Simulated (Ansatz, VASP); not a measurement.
## Na in VASP and in Ansatz

Contents of INCAR:

```
SYSTEM = Na
  PREC = Accurate
  ENCUT = 520
  EDIFF = 1E-6
  ISMEAR = 0
  SIGMA = 0.05
  LREAL = .False.
  LASPH = .True.
  NELM = 60
  ALGO = Normal
  ISIF = 2
  LWAVE = .False.
  LCHARG = .False.
  GGA = PE
  NBANDS = 10
```

The input KPOINTS:

```
regular mesh
0
Gamma
  6 6 6
  0 0 0
```

File POSCAR:

```
Na
1.0
    0.0000000000      2.6611756821      2.6611756821
    2.6611756821      0.0000000000      2.6611756821
    2.6611756821      2.6611756821      0.0000000000
Na
1
Direct
    0.0000000000      0.0000000000      0.0000000000
```

Input for Ansatz:

```yaml
crystal:
  lattice:
    - [0.0, 2.6611756821, 2.6611756821]
    - [2.6611756821, 0.0, 2.6611756821]
    - [2.6611756821, 2.6611756821, 0.0]
  atoms:
    - { symbol: Na, position: [0.0, 0.0, 0.0] }
basis:
  ecutwfc: 420
  ecutrho_ratio: 4
kpoints:
  mp_grid: { grid: [6, 6, 6] }
hamiltonian:
  xc: pbe
scf:
  occupations: { method: gaussian, width: 0.05 }
output:
  forces: true
  stress: true
  eigenvalues: true
```

Alike in both runs: task single point; functional PBE; k mesh 6 × 6 × 6; occupations gaussian, width 0.05 eV; no spin polarisation.

|  | VASP | Ansatz |
| --- | --- | --- |
| version | VASP 6.6.1 | Ansatz 0.2.0 |
| potentials or method | VASP PAW PBE potentials, release 64 (Na_pv) | scalar-relativistic, plane waves, PAW |
| plane-wave cutoff (eV) | 520 | 420 |
| valence electrons in the cell | 7 | 9 |

|  | VASP | Ansatz | Ansatz less VASP |
| --- | --- | --- | --- |
| gap on the k mesh at the Fermi level (eV) | none | none | - |
| pressure (GPa) | -0.1 | -0.1 | +0.03 |

A gap of «none» marks a metal or a gap that the smearing closes. The two sets of potentials don't hold the same shells in valence.
